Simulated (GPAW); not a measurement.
The system is PtSe.

```
Pt Se
1.0
     0.00000    3.03745    3.03745
     3.03745    0.00000    3.03745
     3.03745    3.03745    0.00000
Pt Se
1 1
Direct
  0.00000 0.00000 0.00000
  0.25000 0.25000 0.25000
```

The cell comes from a database or a generator and needn't be the stable form of this composition.

Base run:

| Property | Result |
| --- | --- |
| Program | GPAW 26.7.0 |
| Functional | LDA |
| Potentials or basis | the program's PAW data sets (release 1.2.1) made for this functional |
| Cutoff | 450 eV |
| Basis | pw |
| k mesh | 6 × 6 × 6 |
| Occupations | fermi-dirac, width 0.05 eV |
| Spin | no spin polarisation |

Its results: band gap on the k mesh none (metal or under the smearing width); pressure -16.2 GPa.

Task: The run is repeated on the same cell with these changes: functional from LDA to PBE; potentials or basis from the program's PAW data sets (release 1.2.1) made for this functional to GPAW PAW data sets (gpaw-data 1.2.1). What comes out?

Result: Band gap on the k mesh none (metal or under the smearing width); pressure -11.3 GPa.

Caveats: the cutoff is short for stress and forces, so pressures can be off by a GPa or more; so large a pressure means that the cell lies far from this level's equilibrium, or that cutoff or potentials fall short (some runs).

Not every run made on this cell is shown here.
